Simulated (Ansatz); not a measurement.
The cell is the one relaxed in the Materials Project (mp-2469), not relaxed further here; entries there can be hypothetical. The listed cell was then made from it by scaling, straining or moving an atom.

CdS: DFT, PBE, PAW with Ansatz's default frozen-core files, scalar-relativistic (Ansatz 0.2.0). What sets it apart from a plain run of this crystal: equal xy, yz and zx engineering shear strains of +1 %.

Command: `ansatz run input.yaml --threads 1 --pin off --max-ram 3072MiB --backend cpu --events-out ev --progress --plain --runs-dir out` The run took 3.4 s on 1 thread of Intel(R) Xeon(R) Platinum 8488C (Sapphire Rapids), with other jobs on the host, peak memory 0.41 GiB.

```yaml
crystal:
  lattice:
    - [0.0294295346, 2.9576682322, 2.9576682322]
    - [2.9576682322, 0.0294295346, 2.9576682322]
    - [2.9576682322, 2.9576682322, 0.0294295346]
  atoms:
    - { symbol: Cd, position: [0.0, 0.0, 0.0] }
    - { symbol: S, position: [0.75, 0.75, 0.75] }
kpoints:
  mp_grid: { grid: [7, 7, 7] }
scf:
  occupations: { method: fermi_dirac, width: 0.02 }
hamiltonian:
  xc: pbe
  pseudopotentials: { kind: paw }
output:
  forces: true
  stress: true
  eigenvalues: true
  efg: { contact_densities: true }
```

Output (standing set-up lines are left out):

```
Crystal: 2 atoms, lattice volume = 50.974 Å³
Basis set: ecut = 420 eV, 959 PW (Γ), exchange–correlation on 60×60×60 points (8 copies of the dense FFT grid, shifted against one another)
Symmetry: 6 space group operations
Space group: R3m (ITA 160), of the structure as read, at distance tolerance 3.7e-5 Å
k-points: 44 of 343 (time reversal used)
SCF iter   1: F=—  HF=-9157.821118 eV  |F-HF|=—  |Δ(HF+E_count)|=         —  Δρ=5.79e-4  dr2=2.40e-4  ethr=1.77e-3  ⟨swp⟩=5.9  Hψ=3869  notcnv=0
preconditioner: auto → none  [insulator: Δε(μ)=1.066 eV  Ē_g=12.259 eV  σ=0.020 eV  W_gap=1.00  n_scr=14 (ndim 8)  ℏωp=22.1 eV  f_vac=0.135  D(μ)=0.00/eV (n_scr^D=0)  ε∞_Penn≈4.2]
SCF iter   2: F=—  HF=-9157.821791 eV  |F-HF|=—  |Δ(HF+E_count)|=   6.73e-4  Δρ=3.23e-4  dr2=3.07e-5  ethr=9.24e-7  ⟨swp⟩=2.5  Hψ=1806  notcnv=0
SCF iter   3: F=—  HF=-9157.821818 eV  |F-HF|=—  |Δ(HF+E_count)|=   2.69e-5  Δρ=1.15e-4  dr2=3.02e-6  ethr=1.18e-7  ⟨swp⟩=2.0  Hψ=1112  notcnv=0
SCF iter   4: F=—  HF=-9157.821837 eV  |F-HF|=—  |Δ(HF+E_count)|=   1.85e-5  Δρ=3.39e-5  dr2=2.62e-7  ethr=1.16e-8  ⟨swp⟩=2.0  Hψ=1144  notcnv=0
iter 5 did not close the SCF: its close was put off for the readings that it lacked (scf_convergence_deferred on its scf_iter line)
SCF iter   5: F=-9157.821839 eV  HF=-9157.821839 eV  |F-HF|=4.94e-8  |Δ(HF+E_count)|=   2.09e-6  Δρ=5.99e-6  dr2=2.32e-8  ethr=1.01e-9  ⟨swp⟩=2.0  Hψ=1144  notcnv=0
SCF iter   6: F=-9157.821839 eV  HF=-9157.821839 eV  |F-HF|=2.33e-9  |Δ(HF+E_count)|=   6.04e-8  Δρ=2.52e-6  dr2=2.47e-9  ethr=8.93e-11  ⟨swp⟩=2.0  Hψ=2640  notcnv=0
SCF 1 converged in 6 iterations: F = -9157.821839 eV  dr2 = 2.47e-9
  greatest PAW one-centre occupation: 1.000 electrons in one spin orbital (limit 2), on the Cd atom at site 0 (counted from 0), in its partial waves of l = 0
SCF converged after 6 iterations
Free energy (F): -9157.821839 eV
Harris-Foulkes:  -9157.821839 eV  (|F-HF|=2.33e-9)
Internal energy: -9157.821839 eV  (E = F + TS)
E sigma→0 (E₀):  -9157.821839 eV
Fermi energy:    7.092559 eV
--- Per-component energies (eV) ---
  E_band       = -514.640940
  E_kinetic    = 611.349937
  E_local      = -4052.509562  (includes V_loc(G=0)·N_el)
  E_nonlocal   = 62.174551
  E_hartree    = 1859.269211
  E_xc         = -273.652591
  E_vxc        = -308.780339  (∫ρ·V_xc dr)
  E_paw        = -4683.843013  (= ΣΔE_a)
  E_vpaw       = -545.413098  (= ΣTr[D̂ρ^β])
  E_aug_tail   = 0.000016  (compensation charges beyond the density's cutoff)
  E_ewald      = -2680.610387
  E_smearing   = -0.000000  (= −TS)
  E_closure    = 0.000000  (closes the sum)
  Σ components = -9157.821839   (vs F -9157.821839, Δ=0.00e0)
--- Forces (eV/Å), atoms counted from 1 ---
  atom   1  Cd    -0.05625765    -0.05625765    -0.05625765
  atom   2  S      0.05625649     0.05625649     0.05625649
  max |Σ_I F_I| component: 1.16e-6 eV/Å
--- Stress (GPa, compression-positive) ---
        1.186158      -0.480872      -0.480872
       -0.480872       1.186158      -0.480872
       -0.480872      -0.480872       1.186158
  P = ⅓ Tr σ = 1.1862 GPa (11.862 kbar)
--- PAW observables at the nuclei: V_zz in 10²¹ V/m², potentials from the cell's mean, atoms counted from 1 ---
  atom   1  Cd V_zz =    +1.000155   η = 0.0000   by run symmetry: allowed
            electrostatic potential = -7703.796564 V   contact ρ = 1035901.250745 e/Å³
  atom   2  S  V_zz =    +0.208197   η = 0.0000   by run symmetry: allowed
            electrostatic potential = -1633.268915 V   contact ρ = 19766.701237 e/Å³
--- Band table (eV; the first three rows and the last of 44) ---
  k-point 0: bands = ["-94.7157", "-55.7878", "-55.7876", "-55.7876", "-5.6696", "-1.1000", "-1.1000", "-1.0839", "-0.6500", "-0.6500", "6.5044", "6.5492", "6.5492", "7.6209", "12.9426", "13.1286", "13.1286"]
  k-point 1: bands = ["-94.7157", "-55.7879", "-55.7877", "-55.7877", "-5.5931", "-1.0720", "-1.0598", "-1.0272", "-0.6515", "-0.6508", "5.3392", "6.3630", "6.3970", "8.5960", "12.7814", "13.2106", "13.3684"]
  k-point 2: bands = ["-94.7157", "-55.7880", "-55.7879", "-55.7877", "-5.4206", "-1.0173", "-1.0073", "-0.7757", "-0.6430", "-0.6411", "3.7266", "6.0578", "6.0809", "9.3618", "12.9394", "13.5114", "13.6411"]
  k-point 43: bands = ["-94.7157", "-55.7883", "-55.7878", "-55.7878", "-5.2498", "-0.9734", "-0.9574", "-0.6465", "-0.6241", "-0.2639", "2.4600", "5.1767", "5.7178", "10.2826", "12.7894", "13.9870", "14.0295"]
```
